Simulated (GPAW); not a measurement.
Here is a GPAW 26.7.0 calculation.

run.py

```python
import numpy as np
from ase import Atoms
from ase.dft.bandgap import bandgap
from ase.io import write
from gpaw import GPAW, PW
from gpaw.response.df import DielectricFunction

atoms = Atoms(['Mo', 'Mo', 'S', 'S', 'S', 'S'],
              cell=[[3.169, 0.0, 0.0],
                    [-1.5845, 2.7444345046, 0.0],
                    [0.0, 0.0, 12.324]],
              scaled_positions=[[0.6666666667, 0.3333333333, 0.75],
                                [0.3333333333, 0.6666666667, 0.25],
                                [0.6666666667, 0.3333333333, 0.377],
                                [0.3333333333, 0.6666666667, 0.877],
                                [0.6666666667, 0.3333333333, 0.123],
                                [0.3333333333, 0.6666666667, 0.623]],
              pbc=True)

calc = GPAW(mode=PW(450),
            xc='PBE',
            kpts={'size': (8, 8, 2), 'gamma': True},
            occupations={'name': 'fermi-dirac', 'width': 0.001},
            nbands=46,
            convergence={'density': 1e-06},
            maxiter=150,
            txt='gpaw.txt')
atoms.calc = calc
energy = atoms.get_potential_energy()
calc.write('gs.gpw')
write('result.traj', atoms)
print(f'Energy: {energy:.6f} eV')
print('Fermi level:', round(calc.get_fermi_level(), 4), 'eV')
print(f'Gap: {bandgap(calc)[0]:.4f} eV, direct: {bandgap(calc, direct=True)[0]:.4f} eV')

for size in [(9, 9, 2), (13, 13, 3)]:
    name = 'x'.join(str(n) for n in size)
    dense = calc.fixed_density(kpts={'size': size, 'gamma': True},
                               nbands=80, convergence={'bands': 74, 'eigenstates': 1e-7},
                               update_fermi_level=True, txt=f'dense-{name}.txt')
    dense.write(f'{name}.gpw', mode='all')
    df = DielectricFunction(f'{name}.gpw', frequencies=np.array([0.0]), hilbert=False, eta=0.001,
                            ecut=80, nbands=74, intraband=False, txt=f'df-{name}.txt')
    for xc in ['RPA', 'LR0.2', 'LR0.1']:
        for direction in ['x', 'y', 'z', [0, 1, 1], [1, 0, 1], [1, 1, 0]]:
            e0, e = df.get_macroscopic_dielectric_constant(xc=xc, direction=direction)
            print(f'{name} {xc} {direction}: {e0:.4f} without, {e:.4f} with local fields')
```

Potentials or basis: GPAW PAW data sets (gpaw-data 1.2.1), pw.

Launch:

```console
$ OMP_NUM_THREADS=1 python run.py
```

**Question.** Estimate the electronic dielectric tensor (diagonal).

**Answer.** 13.56, 13.56, 5.87.

**Question.** Predict the band gap on the k mesh.

**Answer.** 0.97 eV, indirect (least direct gap 1.91 eV).

Electronic dielectric tensor:
```
13.56  0.00  0.00
 0.00 13.56  0.00
 0.00  0.00  5.87
```

Caveat: the long-wavelength limit can be off by several per cent where d states take part; an odd mesh through Γ misses points on the zone boundary, where band edges often lie.

**Experimental background.**

“Multiwavelength excitation Raman Scattering Analysis of bulk and 2 dimensional MoS2: Vibrational properties of atomically thin MoS2 layers”, 2015, arxiv:1506.03228 reports, for a bulk crystal of MoS2 at 300 K: band gap 1.3 eV (indirect).

Measured gap of MoS2: 1.3 eV (indirect; 300 K; “Multiwavelength excitation Raman Scattering Analysis of bulk and 2 dimensional MoS2: Vibrational properties of atomically thin MoS2 layers”, 2015, arxiv:1506.03228). This calculation gives 0.97 eV (-0.33 eV). Spin-orbit coupling on Mo is left out. The value is that of PBE on a finite k mesh, which can miss the band edges, without temperature or zero-point motion. Semilocal functionals fall short of measured gaps as a rule.
